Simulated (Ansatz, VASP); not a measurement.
## One calculation of BiTe, two programs

INCAR

```
SYSTEM = BiTe
PREC = Accurate
ENCUT = 520
EDIFF = 1E-7
ISMEAR = 0
SIGMA = 0.1
LREAL = .FALSE.
LASPH = .TRUE.
NELM = 100
ALGO = Normal
ISIF = 2
LWAVE = .FALSE.
LCHARG = .FALSE.
GGA = CA
NBANDS = 18
```

KPOINTS

```
regular mesh
0
G
  6 6 6
  0 0 0
```

File POSCAR:

```
BiTe
1.0
    0.0000000000      3.2350000000      3.2350000000
    3.2350000000      0.0000000000      3.2350000000
    3.2350000000      3.2350000000      0.0000000000
Bi Te
1 1
Direct
    0.0000000000      0.0000000000      0.0000000000
    0.5000000000      0.5000000000      0.5000000000
```

Input for Ansatz:

```yaml
crystal:
  lattice:
    - [0.0, 3.235, 3.235]
    - [3.235, 0.0, 3.235]
    - [3.235, 3.235, 0.0]
  atoms:
    - { symbol: Bi, position: [0.0, 0.0, 0.0] }
    - { symbol: Te, position: [0.5, 0.5, 0.5] }
basis:
  ecutwfc: 420
kpoints:
  mp_grid: { grid: [6, 6, 6] }
hamiltonian:
  xc: lda
scf:
  occupations: { method: gaussian, width: 0.1 }
output:
  forces: true
  stress: true
  eigenvalues: true
```

Alike in both runs: task single point; functional LDA; k mesh 6 × 6 × 6; occupations gaussian, width 0.1 eV; no spin polarisation.

|  | VASP | Ansatz |
| --- | --- | --- |
| version | VASP 6.6.1 | Ansatz 0.2.0 |
| potentials or method | VASP PAW LDA potentials, release 64 (Bi_d, Te) | scalar-relativistic, plane waves, PAW |
| plane-wave cutoff (eV) | 520 | 420 |
| valence electrons in the cell | 21 | 31 |

|  | VASP | Ansatz | Ansatz less VASP |
| --- | --- | --- | --- |
| gap on the k mesh at the Fermi level (eV) | none | none | - |
| pressure (GPa) | -2.6 | -2.6 | -0.05 |

A gap of «none» marks a metal or a gap that the smearing closes. The two sets of potentials don't hold the same shells in valence.

Caveats: spin-orbit coupling is left out, which moves the levels of the heavy elements.
